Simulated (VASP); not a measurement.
Here is a VASP 6.6.1 calculation.

The input INCAR:

```
PREC = Accurate ; ENCUT = 520
EDIFF = 1E-6 ; ISMEAR = -1
SIGMA = 0.05 ; LREAL = False
LASPH = True ; NELM = 100
ALGO = Normal ; ISIF = 2
LWAVE = False ; LCHARG = False
METAGGA = RSCAN ; LMIXTAU = True
NBANDS = 11
```

The input KPOINTS:

```
Automatic mesh
0
Gamma
  9 9 9
```

The input POSCAR:

```
BeS
1.0
    0.0000000000      2.4250000000      2.4250000000
    2.4250000000      0.0000000000      2.4250000000
    2.4250000000      2.4250000000      0.0000000000
S Be
1 1
Direct
    0.7500000000      0.7500000000      0.7500000000
    0.0000000000      0.0000000000      0.0000000000
```

File KPOINTS_OPT:

```
path GXWKGLUWLK,UX
15
line-mode
reciprocal
 0.0000000000  0.0000000000  0.0000000000  G
 0.5000000000  0.0000000000  0.5000000000  X

 0.5000000000  0.0000000000  0.5000000000  X
 0.5000000000  0.2500000000  0.7500000000  W

 0.5000000000  0.2500000000  0.7500000000  W
 0.3750000000  0.3750000000  0.7500000000  K

 0.3750000000  0.3750000000  0.7500000000  K
 0.0000000000  0.0000000000  0.0000000000  G

 0.0000000000  0.0000000000  0.0000000000  G
 0.5000000000  0.5000000000  0.5000000000  L

 0.5000000000  0.5000000000  0.5000000000  L
 0.6250000000  0.2500000000  0.6250000000  U

 0.6250000000  0.2500000000  0.6250000000  U
 0.5000000000  0.2500000000  0.7500000000  W

 0.5000000000  0.2500000000  0.7500000000  W
 0.5000000000  0.5000000000  0.5000000000  L

 0.5000000000  0.5000000000  0.5000000000  L
 0.3750000000  0.3750000000  0.7500000000  K

 0.6250000000  0.2500000000  0.6250000000  U
 0.5000000000  0.0000000000  0.5000000000  X
```

Potentials or basis: VASP PAW PBE potentials, release 64 (S, Be).

The run is started by

```console
$ cat potpaw_PBE.64/S/POTCAR potpaw_PBE.64/Be/POTCAR > POTCAR
$ mpirun -np 1 vasp_std > vasp.out
```

Q: Estimate the band gap on the k mesh.

A: 3.67 eV, indirect (least direct gap 6.23 eV).

Q: What does it give for the pressure?

A: 0.5 GPa.

Q: What does it give for the band gap along the path?

A: 3.57 eV, indirect (least direct gap 6.22 eV).

Levels at the corners of the path, in eV from the valence-band top:
| point | band 1 | band 2 | band 3 | band 4 | band 5 | band 6 | band 7 | band 8 | band 9 |
| --- | --- | --- | --- | --- | --- | --- | --- | --- | --- |
| Γ | -14.28 | 0.00 | 0.00 | 0.00 | 6.23 | 6.23 | 6.23 | 6.64 | 13.43 |
| X | -12.03 | -5.19 | -2.71 | -2.71 | 3.57 | 5.37 | 13.82 | 13.82 | 16.71 |
| X | -12.03 | -5.19 | -2.71 | -2.71 | 3.57 | 5.37 | 13.82 | 13.82 | 16.71 |
| W | -11.98 | -4.40 | -3.97 | -3.41 | 6.97 | 8.71 | 9.23 | 9.52 | 15.24 |
| W | -11.98 | -4.40 | -3.97 | -3.41 | 6.97 | 8.71 | 9.23 | 9.52 | 15.24 |
| K | -12.05 | -4.71 | -4.19 | -2.25 | 4.84 | 8.09 | 11.39 | 12.23 | 12.91 |
| K | -12.05 | -4.71 | -4.19 | -2.25 | 4.84 | 8.09 | 11.39 | 12.23 | 12.91 |
| Γ | -14.28 | 0.00 | 0.00 | 0.00 | 6.23 | 6.23 | 6.23 | 6.64 | 13.43 |
| Γ | -14.28 | 0.00 | 0.00 | 0.00 | 6.23 | 6.23 | 6.23 | 6.64 | 13.43 |
| L | -12.60 | -5.95 | -1.06 | -1.06 | 6.07 | 7.12 | 7.12 | 12.05 | 15.73 |
| L | -12.60 | -5.95 | -1.06 | -1.06 | 6.07 | 7.12 | 7.12 | 12.05 | 15.73 |
| U | -12.05 | -4.71 | -4.19 | -2.25 | 4.84 | 8.09 | 11.39 | 12.23 | 12.91 |
| U | -12.05 | -4.71 | -4.19 | -2.25 | 4.84 | 8.09 | 11.39 | 12.23 | 12.91 |
| W | -11.98 | -4.40 | -3.97 | -3.41 | 6.97 | 8.71 | 9.23 | 9.52 | 15.24 |
| W | -11.98 | -4.40 | -3.97 | -3.41 | 6.97 | 8.71 | 9.23 | 9.52 | 15.24 |
| L | -12.60 | -5.95 | -1.06 | -1.06 | 6.07 | 7.12 | 7.12 | 12.05 | 15.73 |
| L | -12.60 | -5.95 | -1.06 | -1.06 | 6.07 | 7.12 | 7.12 | 12.05 | 15.73 |
| K | -12.05 | -4.71 | -4.19 | -2.25 | 4.84 | 8.09 | 11.39 | 12.23 | 12.91 |
| U | -12.05 | -4.71 | -4.19 | -2.25 | 4.84 | 8.09 | 11.39 | 12.23 | 12.91 |
| X | -12.03 | -5.19 | -2.71 | -2.71 | 3.57 | 5.37 | 13.82 | 13.82 | 16.71 |

Caveat: the PAW data sets were made with another functional, which shifts forces and pressure a little; the mesh misses the band edges, which the band path finds closer together.
